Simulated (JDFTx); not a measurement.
Wanted: the native input for a JDFTx 1.7.0 (patched build) run.

```
Task                                    : relaxation of cell and atoms
Functional                              : PBE
Potentials or basis                     : SG15-PBE-1.2 with smoothed tails
Cutoff                                  : 1088 eV
Density cutoff                          : 4354 eV
k mesh                                  : 12 × 12 × 12
Occupations                             : fermi-dirac, width 0.05 eV
Spin                                    : no spin polarisation
Local potential set to -Z/r beyond      : 6 bohr
Bands                                   : 15
Density cutoff over wavefunction cutoff : 4
Max SCF steps                           : 100
SCF threshold on the energy             : 1e-09 Ha
Solver of the electrons                 : scf
Further solve for the empty bands       : no
```

Pd:

```xyz
1
Lattice="0.0000 1.9465 1.9465 1.9465 0.0000 1.9465 1.9465 1.9465 0.0000" Properties=species:S:1:pos:R:3 pbc="T T T"
Pd    0.0000    0.0000    0.0000
```

One way to write it, as run:

Pd.in

```
include Pd.lattice
coords-type Lattice
include Pd.ionpos

ion-species pseudo/Pd.upf
elec-cutoff 40
elec-ex-corr gga-PBE
kpoint-folding 12 12 12
elec-smearing Fermi 0.0018374661
elec-n-bands 15
electronic-SCF nIterations 100 energyDiffThreshold 1e-09
electronic-minimize nIterations 30 energyDiffThreshold 1e-7
forces-output-coords Cartesian
lattice-minimize nIterations 40 energyDiffThreshold 1e-6

dump-name run.$VAR
dump End Ecomponents EigStats BandEigs Kpoints Forces Stress
```

Pd.lattice

```
lattice \
    0.0000000000     3.6783519016     3.6783519016 \
    3.6783519016     0.0000000000     3.6783519016 \
    3.6783519016     3.6783519016     0.0000000000
```

Pd.ionpos

```
ion Pd     0.0000000000     0.0000000000     0.0000000000 1
```

Potentials or basis: SG15-PBE-1.2 with smoothed tails.

Command:

```bash
$ jdftx -c 1 -i Pd.in -o Pd.out
```

Results of the run:

The relaxed volume is 15.30 Å³/atom. The relaxed cell is a = 2.786 Å, b = 2.786 Å, c = 2.786 Å, α = 60.00°, β = 60.00°, γ = 60.00°, the space group after relaxing (to 0.05 Å) is Fm-3m (No. 225) and the energy gained by relaxing is 11.2 meV/atom. The ionic steps are 6. The pressure after relaxing is 0.0 GPa and the band gap on the k mesh is none (metal or under the smearing width).

Run time: 91 s on 1 thread of Intel(R) Xeon(R) 6975P-C (Granite Rapids) (shared host), peak memory 0.08 GiB.
